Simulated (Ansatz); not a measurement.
The crystal of MgO (Fm-3m), relaxed at this level, has 9.62 Å³/atom and a gap on the mesh of 4.46 eV:

Space group Fm-3m (No. 225). a = 4.254 Å, b = 4.254 Å, c = 4.254 Å, α = 90.00°, β = 90.00°, γ = 90.00°
| atom | site | symmetry | x | y | z |
| --- | --- | --- | --- | --- | --- |
| Mg | 4a | m-3m | 0.0000 | 0.0000 | 0.0000 |
| O | 4b | m-3m | 0.5000 | 0.0000 | 0.0000 |

Cells of 10 atoms of this composition were thrown in at random at the volumes given and pushed apart as soft spheres, like charges further apart, which can already order a small cell. Each cell was relaxed without symmetry on coarser meshes and computed once more; the crystal stands on its own mesh of 10×10×10. These are results of Ansatz 0.2.0, DFT PBE, scalar-relativistic, plane waves, PAW, not measurements.

Cutoff 420 eV; k points 4×5×4 on the computed 10-atom cell (Γ-centred); Gaussian smearing, width 0.02 eV; no spin polarisation. Other cells take the settings in the table.

Question: Where do the relaxations end?

Answer: One draw a row:

| start V/V(crystal) | E − E(crystal) (meV/atom) | final V/V(crystal) | gap on mesh (eV) | space group at 0.1 Å | k mesh | P (GPa) | largest force (eV/Å) |
| --- | --- | --- | --- | --- | --- | --- | --- |
| 1.08 | 0 | 1.000 | 4.46 | Fm-3m | 4×5×4 | 0.0 | 0.00 |
| 1.08 | 367 | 1.678 | 2.01 | P1 | 4×5×4 | 0.0 | 0.02 |
| 1.16 | 0 | 1.000 | 4.46 | Fm-3m | 4×4×5 | 0.0 | 0.00 |

An odd mesh misses points on the zone edge, so a gap read on it can be too wide.

Cost: 6 runs of about 10 core-minutes in all (earlier runs that led there not counted), on Intel Xeon Processor @ 2.50GHz (Skylake/Cascade Lake) (shared hosts).